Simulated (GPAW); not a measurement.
A run of GPAW 26.7.0:

The input run.py:

```python
from ase.calculators.mixing import SumCalculator
from ase.filters import FrechetCellFilter
from ase.io import read, write
from ase.optimize import BFGS
from dftd4.ase import DFTD4
from gpaw import GPAW, PW, setup_paths

setup_paths.insert(0, '.')

atoms = read('C.cif')

calc = GPAW(mode=PW(800),
            xc='PBEsol',
            kpts={'size': (7, 7, 2), 'gamma': True},
            occupations={'name': 'fermi-dirac', 'width': 0.05},
            nbands=32,
            convergence={'density': 1e-05, 'energy': 1e-05},
            maxiter=150,
            txt='gpaw.txt')
atoms.calc = SumCalculator([calc, DFTD4(method='pbesol')])
opt = BFGS(FrechetCellFilter(atoms), trajectory='relax.traj', logfile='-')
done = opt.run(fmax=0.01, steps=60)
calc.write('gs.gpw')
write('result.traj', atoms)
print('Converged:', done)
print('Cell:', atoms.cell.cellpar().round(4))
print('Volume:', round(atoms.get_volume(), 4))
print(atoms.get_scaled_positions().round(5))
```

C.cif

```cif
data_C
_cell_length_a 2.52210000
_cell_length_b 2.52210000
_cell_length_c 8.23710000
_cell_angle_alpha 90.00000000
_cell_angle_beta 90.00000000
_cell_angle_gamma 120.00000000
_space_group_name_H-M_alt 'P1'
_space_group_name_Hall 'P 1'
_space_group_IT_number 1
loop_
_space_group_symop_operation_xyz
'x,y,z'
loop_
_atom_site_label
_atom_site_type_symbol
_atom_site_symmetry_multiplicity
_atom_site_Wyckoff_symbol
_atom_site_fract_x
_atom_site_fract_y
_atom_site_fract_z
_atom_site_occupancy
C1 C 1 a 0.6666666667 0.3333333333 0.8437500000 1
C2 C 1 a 0.3333333333 0.6666666667 0.3437500000 1
C3 C 1 a 0.6666666667 0.3333333333 0.6562500000 1
C4 C 1 a 0.3333333333 0.6666666667 0.1562500000 1
C5 C 1 a 0.0000000000 0.0000000000 0.9062500000 1
C6 C 1 a 0.0000000000 0.0000000000 0.4062500000 1
C7 C 1 a 0.0000000000 0.0000000000 0.5937500000 1
C8 C 1 a 0.0000000000 0.0000000000 0.0937500000 1
```

Potentials or basis: PAW data sets generated in the run's folder for this functional, pw.

Command:

```bash
$ gpaw-setup -f PBEsol C
$ OMP_NUM_THREADS=1 python run.py
```

Hardware: 1 thread of Arm Neoverse V1, with other jobs on the host.

Question: How long does it take, and how much memory?

Answer: Run time: 5.3 min on 1 thread of Arm Neoverse V1, with other jobs on the host, peak memory 0.27 GiB. Counts: scf iterations 73, plane waves 2346, bands 32, k points 16, ion steps 10.
